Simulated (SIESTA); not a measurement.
## Sr in SIESTA: the effect of functional

Sr, a slab with vacuum:

```
Sr
1.0
     4.31000    0.00000    0.00000
    -2.15500    3.73257    0.00000
     0.00000    0.00000   29.10000
Sr
5
Cartesian
  2.1550 1.2442 7.5000
  0.0000 2.4884 11.0250
  2.1550 1.2442 14.5500
  0.0000 2.4884 18.0750
  2.1550 1.2442 21.6000
```

The slab is cut from a database's or a generator's crystal, which needn't be the stable form of the element.

Alike in all runs:

| Quantity | Value |
| --- | --- |
| Program | SIESTA 5.4.2 |
| Task | single point |
| Basis | DZP (energy shift 0.003 Ry; two zetas on semicore shells; d shell added on Sr) |
| Grid cutoff | 500 Ry |
| Energy shift | 0.003 Ry |
| k mesh | 7 × 7 × 1 |
| Occupations | fermi-dirac, width 0.05 eV |
| Spin | no spin polarisation |

| functional | potentials or basis | largest force (eV/Å) |
| --- | --- | --- |
| LDA | PseudoDojo 0.4 standard (LDA files) | ? |
| PBEsol | PseudoDojo 0.4 standard (PBEsol files) | 0.13 |
| AM05 | PseudoDojo 0.4 standard (PBEsol files) | 0.10 |
| WC | PseudoDojo 0.4 standard (PBEsol files) | 0.13 |
| PBE | PseudoDojo 0.4 standard (PBE files) | 0.07 |
| PW91 | PseudoDojo 0.4 standard (PBE files) | 0.08 |
| revPBE | PseudoDojo 0.4 standard (PBE files) | 0.06 |
| RPBE | PseudoDojo 0.4 standard (PBE files) | 0.06 |
| BLYP | PseudoDojo 0.4 standard (PBE files) | 0.04 |

Question: What does the run with functional LDA give?

Answer: Largest force 0.20 eV/Å.

Caveats: the potentials were made for another functional, which shifts forces and pressure (some runs).
